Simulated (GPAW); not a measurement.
Runs of GPAW 26.7.0 on PbSe (Clausthalite). It takes space group Fm-3m (No. 225, cubic). The conventional cell has a = 6.121 Å, b = 6.121 Å, c = 6.121 Å, α = 90.00°, β = 90.00°, γ = 90.00°. Around Pb (site symmetry m-3m) lie 6 Se at 3.06 Å. Se (site symmetry m-3m) is surrounded by 6 Pb at 3.06 Å. 

```tsv
task	level	potentials or basis	spin	cell	k mesh	cutoff (eV)	smearing	maxiter	convergence	displacement	relaxed first	eigensolver	gap on the mesh (eV)	pressure (GPa)	V0 of scaled cells (Å³/atom)	B0 (GPa)
equation of state	revPBE+D3(BJ)	the program's PAW data sets (release 1.2.1) made for this functional, pw	off	as given	6 × 6 × 6	600	fermi-dirac 0.05 eV	150	-	-	-	-	-	-	28.38	50
Born charges	LDA	PAW data sets generated in the run's folder for this functional, pw	off	atoms relaxed	5 × 5 × 5	510	fermi-dirac 0.01 eV	150	density=1e-06 eigenstates=1e-09	0.01	ions	-	-	-2.6	-	-
equation of state	AM05+D4	PAW data sets generated in the run's folder for this functional, pw	off	as given	6 × 6 × 6	600	fermi-dirac 0.05 eV	150	-	-	-	-	-	-	(b)	53
single point	LDA	the program's PAW data sets (release 1.2.1) made for this functional, pw	off	as given	6 × 6 × 6	450	fermi-dirac 0.05 eV	80	-	-	-	-	0.15	-3.1	-	-
band structure	BLYP	PAW data sets generated in the run's folder for this functional, pw	SOC, no magnetisation	as given	6 × 6 × 6	600	fermi-dirac 0.05 eV	150	-	-	-	davidson	(a)	5.7	-	-
```

Question: Fill in the values left out.

Answer: (a) 0.37; (b) 27.79.

Caveats: the cutoff is short for stress and forces, so pressures can be off by a GPa or more (some runs); some modes are imaginary (some runs); the LO-TO splitting is left out (some runs); spin-orbit coupling is left out, which as a rule narrows the gap of such compounds by several tenths of an eV (some runs); spin-orbit coupling was added after a scalar SCF, so levels and gaps hold it while energy, forces, pressure and moments don't (some runs); this program's spin-orbit splittings come out too wide for heavy elements (some runs).

A k mesh can miss the band edges, and rows without SOC leave out spin-orbit coupling on Pb, Se.
